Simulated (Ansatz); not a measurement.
# MgS: a single-point run

The task is a single-point run on MgS. The structure is shown as the input types it.

Computed with Ansatz 0.2.0 (DFT, PBE, all-electron LAPW, scalar-relativistic, unless a step's input says otherwise).

### Step 1. Starting point

The structure is cubic, space group Fm-3m (No. 225). The conventional cell has a = 5.203 Å, b = 5.203 Å, c = 5.203 Å, α = 90.00°, β = 90.00°, γ = 90.00°. Mg (site symmetry m-3m) is surrounded by 6 S at 2.60 Å. S (site symmetry m-3m) is surrounded by 6 Mg at 2.60 Å.

Structure file:

```cif
data_structure
_symmetry_space_group_name_H-M 'Fm-3m'
_symmetry_Int_Tables_number 225
_cell_length_a 5.2033
_cell_length_b 5.2033
_cell_length_c 5.2033
_cell_angle_alpha 90.000
_cell_angle_beta 90.000
_cell_angle_gamma 90.000
_cell_volume 140.88
loop_
_atom_site_label
_atom_site_type_symbol
_atom_site_symmetry_multiplicity
_atom_site_Wyckoff_symbol
_atom_site_fract_x
_atom_site_fract_y
_atom_site_fract_z
_atom_site_occupancy
Mg1 Mg 4 a 0.00000 0.00000 0.00000 1
S1 S 4 b 0.50000 0.00000 0.00000 1
```

### Step 2. The run

input.yaml reads:

```yaml
crystal:
  lattice:
    - [0.0, 2.60165, 2.60165]
    - [2.60165, 0.0, 2.60165]
    - [2.60165, 2.60165, 0.0]
  atoms:
    - { symbol: Mg, position: [0.0, 0.0, 0.0] }
    - { symbol: S, position: [0.5, 0.5, 0.5] }
kpoints:
  mp_grid: { grid: [10, 9, 11] }
scf:
  occupations: { method: fermi_dirac, width: 0.03 }
  max_iter: 80
hamiltonian:
  xc: pbe
  pseudopotentials: { kind: all_electron, lapw: { basis_error: 0.01 } }
output:
  forces: true
  stress: true
  eigenvalues: true
```

Command:

```console
$ ansatz run input.yaml --threads 1 --pin off --max-ram 2048MiB --backend cpu --events-out ev --progress --plain --runs-dir out
```

Q: Will this input give a usable result? If not, why, and what should change?

The run converged and reported no error, with warnings (symmetry narrowed by mesh). Its log warns: «crystal.symmetry: narrowed to the stabiliser of the k-point mesh — unitary ops 48 → 2; excluded 46 operations that carry a point of the 10×9×11 mesh (shift [0, 0 ...»

The suspect setting: kpoints.mp_grid.grid is [10, 9, 11]. The risk: uneven k-mesh. It still converged here, which does not make the setting sound.

To check: set kpoints.mp_grid.grid to [10, 10, 10].
